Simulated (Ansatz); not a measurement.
Rocksalt NaCl, relaxed with r2SCAN in Ansatz: the symmetry is Fm-3m (No. 225, cubic); conventional cell a = 5.605 Å, 22.02 Å³ an atom. Na has 6 Cl at 2.80 Å; Cl has 6 Na at 2.80 Å. It was then strained (isotropic on every length). Unstrained, HSE06 gives 6.559 eV (Γ, 6×6×6 mesh), and the band edges keep their places in every row. Stress is positive in compression. The values are computed, spin-unpolarised, and not measurements.

```csv
strain (%),ln(V/V₀),"ΔE_g, HSE06 (eV)","Δpressure, r2SCAN (GPa)"
-2.88,-0.0877,+0.397,+2.98
-2.0,-0.0606,+0.269,+1.93
+3.0,+0.0887,-0.356,-1.99
```

(1) Fit ΔE_g = a x + b x² to these rows by least squares, with x = ln(V/V₀).

(2) Fit the change of pressure in the same way.

(3) Predict the withheld row at -1.34 % (x = -0.0405).

Results:

(1) The normal equations take Σx² = 1.923e-02, Σx³ = -1.992e-04, Σx⁴ = 1.345e-04, ΣxΔE = -8.270e-02 and Σx²ΔE = 1.240e-03, and give a = -4.27 eV, b = +2.9 eV; the largest residual is 0.000 eV. a is the volume deformation potential of this gap.

(2) Δpressure = -28.2 x + (65) x² GPa. So B₀ = 28.2 GPa and B′ ≈ 2 × 65/28.2 = 4.6; two terms over so wide a range bias B₀ by a few per cent and B′ by more; the gap's pressure coefficient at zero is −a/B₀ = +151 meV/GPa, with HSE06's a and r2SCAN's B₀.

(3) ΔE_g ≈ -4.27 × (-0.0405) + (2.9) × (-0.0405)² = +0.178 eV, and Δpressure ≈ +1.25 GPa. The runs give +0.177 eV and +1.23 GPa, off by -0.001 eV and -0.02 GPa.

The meshes of the hybrids are coarse, so their gaps aren't converged to the digits shown.
